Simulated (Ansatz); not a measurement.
I need the levels without and with spin-orbit coupling of CdS, space group P3m1. Use the Python package of Ansatz (0.2.0). Use (first run): PBEsol, PAW, cutoff 550 eV, 6×6×4 k-points, fixed occupations.

```
Cd S
1.0
     4.26117    0.00000    0.00000
    -2.13058    3.69028    0.00000
     0.00000    0.00000    5.80417
Cd S
1 1
Direct
  0.00000 0.00000 0.44269
  0.66667 0.33333 0.43431
```

`soc_cds.py`
```python
# -*- coding: utf-8 -*-
'''What spin-orbit coupling does to the bands of CdS.'''

from dataclasses import dataclass
import warnings

import ansatz as az
from ase import Atoms


@dataclass(frozen=True)
class Options:
    cutoff: int = 550
    kgrid: tuple[int, ...] = (6, 6, 4)
    occupations: str = 'Fixed'


opts = Options()

warnings.simplefilter('ignore', az.DeckWarning)

atoms = Atoms(
    ['Cd', 'S'],
    scaled_positions=[
        (0.0, 0.0, 0.442692),
        (2 / 3, 1 / 3, 0.434308),
    ],
    cell=[
        (4.26117, 0.0, 0.0),
        (-2.130585, 3.690281, 0.0),
        (0.0, 0.0, 5.804173),
    ],
    pbc=True,
)
system = az.Crystal.from_ase(atoms)

base = (
    system.calculation()
    .functional(az.Functional.PBESOL)
    .basis(opts.cutoff)
    .kpoints(*opts.kgrid, center='gamma')
    .occupations(opts.occupations)
    .band_table()
)
for label, variant in (('scalar-relativistic', base), ('spin-orbit', base.spin(soc=True))):
    data = variant.run(threads=1, pin='off').report
    zero = data['band_edges_ev'][0] if data.get('band_edges_ev') else data['fermi_energy_ev']
    near = [round(e - zero, 3) for e in data['eigenvalues_ev'][0] if abs(e - zero) < 2]
    print(label)
    print('  band edges (eV):', [round(e, 3) for e in data.get('band_edges_ev') or []] or 'none reported')
    print('  levels at k =', data['kpoints_frac'][0], 'within 2 eV of the zero:', near)
```

Running `python soc_cds.py` prints:
```text
scalar-relativistic
  band edges (eV): [0.844, 2.258]
  levels at k = [0.0, 0.0, 0.0] within 2 eV of the zero: [-1.045, -0.004, -0.004, 1.415]
spin-orbit
  band edges (eV): [0.851, 2.259]
  levels at k = [0.0, 0.0, 0.0] within 2 eV of the zero: [-1.055, -1.055, -0.021, -0.021, -0.004, -0.004, 1.408, 1.408]
```

This cell is a computed structure, which may not be the phase found in nature. Gaps and levels are Kohn-Sham values on a finite set of k-points. With spin-orbit coupling each level holds one electron and, with inversion or at time-reversal points, comes in pairs; a window in energy can cut a split set. The whole script took 18 s on 1 thread of AMD EPYC 7R43 64-Core Processor (Zen 3) (shared host), peak memory 0.69 GiB.
